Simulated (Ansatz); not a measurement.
Mg under changes of volume

One of the cells (22.607 Å³/atom); the others are scaled copies at fixed shape and fractional positions:

```xyz
1
Lattice="0.0000 2.2443 2.2443 2.2443 0.0000 2.2443 2.2443 2.2443 0.0000" Properties=species:S:1:pos:R:3 pbc="T T T"
Mg    0.0000    0.0000    0.0000
```

This isn't the form of Mg at room conditions, which is hcp.

```yaml
Program: Ansatz 0.2.0
Functional: PBE
Potentials_or_basis: all-electron LAPW, non-relativistic
Cutoff: 106 eV (chosen from the basis error)
Basis_error_allowed: 0.001 eV/atom
k_mesh: 10 × 10 × 10
Occupations: cold, width 0.025 eV
Spin: no spin polarisation
```

| volume (Å³/atom) | energy over the lowest point (meV/atom) | pressure (GPa) |
| --- | --- | --- |
| 21.251 | 19.57 | 3.6 |
| 21.703 | 10.89 | 2.6 |
| 22.155 | 4.87 | 1.7 |
| 22.607 | 1.31 | 0.9 |
| 23.059 | 0.00 | 0.1 |
| 23.512 | 0.72 | -0.6 |
| 23.964 | ? | ? |

**Question.** What does the run at 23.964 Å³/atom give?

**Answer.** Energy over the lowest point 3.27 meV/atom; pressure -1.2 GPa.

Worked out: A Birch-Murnaghan fit of order 3 (a polynomial in V^(-2/3)) to the other rows has its minimum at 23.12 Å³/atom with B0 = V·E''(V) = 37 GPa and B' = 3.5. It gives 3.33 meV/atom at 23.964 Å³/atom, against the run's 3.27, and -dE/dV = -1.2 GPa, against -1.2.

Energies are extrapolated to zero smearing.
